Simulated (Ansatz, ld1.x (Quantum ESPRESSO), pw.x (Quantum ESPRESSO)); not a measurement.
## From atom to crystal: ultrasoft potential for P (Z = 15)

| Item | Value |
| --- | --- |
| Element | P |
| Generator | ld1.x (Quantum ESPRESSO) 7.5 |
| Type | ultrasoft |
| Functional | PBE |
| Relativity | scalar-relativistic |
| Frozen core | [Ne] |
| Valence charge | 5 |
| Reference configuration | 3s2 3p3 |
| Partial waves | 3s (bound): rcut 1.25, rcutus 1.60 bohr; 3s channel at -0.7 Ry: rcut 1.25, rcutus 1.60 bohr; 3p (bound): rcut 1.85, rcutus 2.15 bohr; 3p channel at 0.1 Ry: rcut 1.85, rcutus 2.15 bohr; 3d channel at 0.25 Ry: rcut 1.45, rcutus 2.00 bohr; 3d channel at 2.25 Ry: rcut 1.45, rcutus 2.00 bohr |
| Local potential | all-electron potential smoothed inside 1.30 bohr (lloc = -2) |
| Core correction | a·sin(br)/r model core inside 0.95 bohr |
| Augmentation charge | built from norm-conserving waves at rcut, not smoothed further |

Atomic tests: cutoffs needed: 12 Ry and 18 Ry (the cutoffs (Ry, on a coarse ladder) from which the occupation-weighted sum of valence levels, in a spherical-Bessel basis at the reference potential, stays within 10 and 1 mRy of its value at 400 Ry); ghost test: no extra level below or beside the all-electron valence levels (s, p, d, f tested) (spherical-Bessel basis up to 400 Ry, 20 bohr box); largest excitation error: +131 meV (all-electron minus pseudo) for 3s1 3p0, out of 7 test configurations.

Crystal test: fcc P in pw.x 7.5, no spin, 14³ k-points, Fermi–Dirac smearing 0.01 Ry, cutoffs 40/600 Ry. The reference is all-electron LAPW (Ansatz 0.2.0) with the same functional, mesh and smearing; V0 and B0 come from Birch–Murnaghan fits to the pressures at five volumes. Errors are pseudo minus all-electron; Δ is the rms difference of the E(V) curves that follow from these fits, minima aligned, over ±6 % about the mean V0. Mesh and smearing are coarse, so the numbers serve the comparison and aren't converged zero-temperature values; the lattice is a test structure that the element need not adopt.

| V (Å³/atom) | P all-electron (GPa) | P pseudo (GPa) |
| --- | --- | --- |
| 14.029 | 3.66 | 3.75 |
| 14.398 | 1.11 | 1.21 |
| 14.767 | -1.13 | -1.04 |
| 15.136 | -3.12 | -3.03 |
| 15.505 | -4.89 | -4.80 |

All-electron: a0 = 3.878 Å (V0 = 14.58 Å³/atom), B0 = 88.9 GPa.

Pseudopotential: mean pressure error (GPa): +0.09; a0 (Å): 3.879; a0 error (%): +0.04; B0 error (%): -0.3; Δ (meV/atom): 0.3.

Task: At the middle volume, how do free energy and pressure move when the wave cutoff is lowered (ecutrho held at 600 Ry)?

Result:

```tsv
cutoff (Ry)	shift of F (meV/atom)	shift of P (GPa)
18	+17.0	-0.30
24	+7.2	-0.15
32	+1.1	-0.07
```

The run at the middle volume (104 k-points, 6 iterations) took about 6.4 s on one core of a shared host (Neoverse-V2, 96 threads, 742 GiB, load 47).
